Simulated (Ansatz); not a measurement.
Computed with DFT PBE, scalar-relativistic, plane waves, PAW in Ansatz. Settings: cutoff 420 eV, Γ-centred meshes spaced at most about 0.3 Å⁻¹, and about 0.25 Å⁻¹ or finer for metals (2π included), Gaussian smearing. No spin polarisation.

Temperature and zero-point effects are left out.

Two forms of HfSi3O2 were relaxed alike.

A.

Space group P-3m1 (No. 164). a = 3.702 Å, b = 3.702 Å, c = 7.386 Å, α = 90.00°, β = 90.00°, γ = 120.00°
```
atom  site  symmetry       x       y       z
  Hf    1a      -3m.  0.0000  0.0000  0.0000
  Si    2d       3m.  0.3333  0.6667  0.3339
  Si    1b      -3m.  0.0000  0.0000  0.5000
   O    2d       3m.  0.3333  0.6667  0.0902
```

B.

Space group Cmcm (No. 63). a = 3.732 Å, b = 24.761 Å, c = 3.733 Å, α = 90.00°, β = 90.00°, γ = 90.00°
```csv
atom,site,symmetry,x,y,z
Hf,4c,m2m,0.0000,0.8414,0.7500
Si,4c,m2m,0.0000,0.7500,0.2500
Si,4c,m2m,0.5000,0.9509,0.7500
Si,4c,m2m,0.0000,0.9509,0.2500
O,4c,m2m,0.5000,0.8801,0.7500
O,4c,m2m,0.0000,0.8801,0.2500
```

Task: Which is lower in energy, and by how much?

Result: B is lower, by 224 meV/atom. A has space group P-3m1 (No. 164), 14.6 Å³/atom and no gap on its mesh; B has space group Cmcm (No. 63), 14.4 Å³/atom and no gap. The shortest distance is 1.80 Å (Si–O) in A and 1.75 Å (Si–O) in B. A holds Si–Si nets (shortest 2.46 Å); in B the shortest Si–Si distance is 2.64 Å, near bonding range too. In A, around Hf lie 6 O at 2.24 Å; around Si on a site of symmetry 3m lie 1 O at 1.80 Å and 3 Si at 2.46 Å; O has 1 Si at 1.80 Å and 3 Hf at 2.24 Å; 1 more site not described. In B, around Hf lie 4 O at 2.10 Å and 4 Si at 2.93 Å; Si on its first site is surrounded by 4 Si at 2.64 Å, 4 Hf at 2.93 Å and 2 O at 3.22 Å; O on its first site is surrounded by 1 Si at 1.75 Å, 2 Hf at 2.10 Å, 4 O at 2.64 Å and 5 Si at 3.17–3.22 Å; 3 more sites not described. Both come from invented guesses.

Weakly bound directions are ill-defined at this level, which has no dispersion term (Cmcm), and this can change margins and order among such cells. Spin–orbit coupling, which can matter for Hf, is left out. Cells relaxed within their symmetry can be saddle points.
